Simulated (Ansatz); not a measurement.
**Si: Ge on a Si site**

All numbers are calculated (PBE, no spin polarisation, no spin-orbit coupling; Ansatz, PAW set soft_2, 420 eV, k-mesh 2×2×2 shifted by half a step), not measured.

The relaxed host crystal (Kohn–Sham gap 0.61 eV):

```cif
data_structure
_symmetry_space_group_name_H-M 'P 1'
_symmetry_Int_Tables_number 1
_cell_length_a 3.8679
_cell_length_b 3.8679
_cell_length_c 3.8679
_cell_angle_alpha 60.000
_cell_angle_beta 60.000
_cell_angle_gamma 60.000
_cell_volume 40.92
loop_
_atom_site_label
_atom_site_type_symbol
_atom_site_fract_x
_atom_site_fract_y
_atom_site_fract_z
_atom_site_occupancy
Si1 Si 0.25000 0.25000 0.25000 1
Si2 Si 0.00000 0.00000 0.00000 1
```

Supercell of 32 atoms, rows of the matrix [[-1,-1,-1],[-1,-1,3],[-1,3,-1]] times the cell vectors; Ge on a Si site at (0.250, 0.250, 0.250) in fractions of the cell above. Atoms are relaxed at the host's cell.

Distances from the Ge atom (Å), by shell of the perfect crystal:

| shell | perfect crystal | relaxed, charge 0 |
| --- | --- | --- |
| 4 Si | 2.37 | 2.41 |

```json
{"charge": "0", "gap of the cell on the mesh (eV)": "1.34", "carriers": "none in the bands"}
```

On this mesh the host's own supercell has a gap of 1.39 eV.

Formation energy of the neutral defect: 0.06 eV, taking atoms from and to the elements' standard states (no corrections for gases), so it belongs to those chemical potentials alone.

Caveats: semilocal functionals make gaps too small, which shifts levels too; small supercell, so energies and levels can be off by tenths of an eV; the atoms kept the symmetry of the start, so a distorted state could lie lower.
